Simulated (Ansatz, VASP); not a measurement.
# Two plane-wave programs on LiCl

File INCAR:

```
PREC = Accurate
ENCUT = 520
EDIFF = 1E-6
ISMEAR = 0
SIGMA = 0.05
LREAL = False
LASPH = True
NELM = 60
ALGO = Normal
ISIF = 2
LWAVE = False
LCHARG = True
GGA = CA
LELF = True
LVHAR = True
NBANDS = 12
```

Contents of KPOINTS:

```
Automatic mesh
0
Gamma
  8 8 8
```

POSCAR

```
LiCl
1.0
    0.0000000000      2.5647600000      2.5647600000
    2.5647600000      0.0000000000      2.5647600000
    2.5647600000      2.5647600000      0.0000000000
Li Cl
1 1
Direct
    0.0000000000      0.0000000000      0.0000000000
    0.5000000000      0.5000000000      0.5000000000
```

Input for Ansatz:

```yaml
crystal:
  lattice:
    - [0.0, 2.56476, 2.56476]
    - [2.56476, 0.0, 2.56476]
    - [2.56476, 2.56476, 0.0]
  atoms:
    - { symbol: Li, position: [0.0, 0.0, 0.0] }
    - { symbol: Cl, position: [0.5, 0.5, 0.5] }
basis:
  ecutwfc: 420
kpoints:
  mp_grid: { grid: [8, 8, 8] }
hamiltonian:
  xc: lda
scf:
  occupations: { method: gaussian, width: 0.05 }
output:
  forces: true
  stress: true
  eigenvalues: true
```

Alike in both runs: task single point; functional LDA; k mesh 8 × 8 × 8; occupations gaussian, width 0.05 eV; no spin polarisation.

|  | VASP | Ansatz |
| --- | --- | --- |
| version | VASP 6.6.1 | Ansatz 0.2.0 |
| potentials or method | VASP PAW LDA potentials, release 64 (Li_sv, Cl) | scalar-relativistic, plane waves, PAW |
| plane-wave cutoff (eV) | 520 | 420 |
| valence electrons in the cell | 10 | 10 |

Ansatz gave:

| Quantity | Value |
| --- | --- |
| gap on the k mesh at the Fermi level (eV) | 5.99 |
| least direct gap on the mesh (eV) | 5.99 |

Problem. What did VASP give for the same quantities?

Solution. gap on the k mesh at the Fermi level (eV): 6.00; least direct gap on the mesh (eV): 6.00.

 A k mesh can miss the band edges.
